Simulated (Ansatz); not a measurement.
CsCl (CsCl type, Pm-3m) is relaxed with the program Ansatz at the PBE level (PAW). What lattice parameters of the conventional cell result?

a = 4.206 Å.

Is it a metal or does it have a gap at this level?

A gap of 5.01 eV, direct.

The PBE relaxation kept the symmetry of its start. Spin–orbit coupling is left out wherever it is not named.

Potentials: the later of the program's two PAW sets.
